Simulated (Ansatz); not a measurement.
A run of Ansatz 0.2.0:

The input input.yaml:

```yaml
crystal:
  lattice:
    - [2.193, 1.2661291403, 10.1656666667]
    - [-2.193, 1.2661291403, 10.1656666667]
    - [0.0, -2.5322582807, 10.1656666667]
  atoms:
    - { symbol: Bi, position: [0.6, 0.6, 0.6] }
    - { symbol: Bi, position: [0.4, 0.4, 0.4] }
    - { symbol: Te, position: [0.7905, 0.7905, 0.7905] }
    - { symbol: Te, position: [0.2095, 0.2095, 0.2095] }
    - { symbol: Te, position: [0.0, 0.0, 0.0] }
hamiltonian:
  xc: pbesol
  pseudopotentials: { kind: paw_fr }
magnetization:
  noncollinear: true
  spin_orbit: true
kpoints:
  mp_grid: { grid: [5, 5, 5] }
  band_path:
    path:
      - [[0.0, 0.0, 0.0], [0.5, 0.0, 0.0], [0.5, 0.1770083925, -0.1770083925]]
      - [[0.8229916075, 0.5, 0.1770083925], [0.5, 0.5, 0.5], [0.0, 0.0, 0.0], [0.3385041962, 0.0, -0.3385041962]]
      - [[0.6614958038, 0.3385041962, 0.0], [0.5, 0.5, 0.0], [0.6614958038, 0.6614958038, 0.1770083925], [0.5, 0.5, 0.5]]
      - [[0.5, 0.0, 0.0], [0.8229916075, 0.3385041962, 0.3385041962]]
    npoints: 14
scf:
  occupations: { method: fermi_dirac, width: 0.05 }
  n_extra_bands: 12
output:
  forces: true
  stress: true
  eigenvalues: true
  fatbands: true
```

Potentials or basis: Ansatz PAW.

The run is started by

```bash
$ ansatz run input.yaml --threads 2 --pin off --max-ram 5632MiB --backend cpu --events-out ev --progress --plain --runs-dir out
```

Hardware: 2 threads of Intel(R) Xeon(R) Processor @ 2.50GHz (Skylake/Cascade Lake), on a shared host.

How long does it take, and how much memory?

Wall time 6.4 min on 2 threads of Intel(R) Xeon(R) Processor @ 2.50GHz (Skylake/Cascade Lake) (shared host), peak memory 2 GiB. Counts: scf iterations 8, plane waves 3345, k points 19, bands 90.
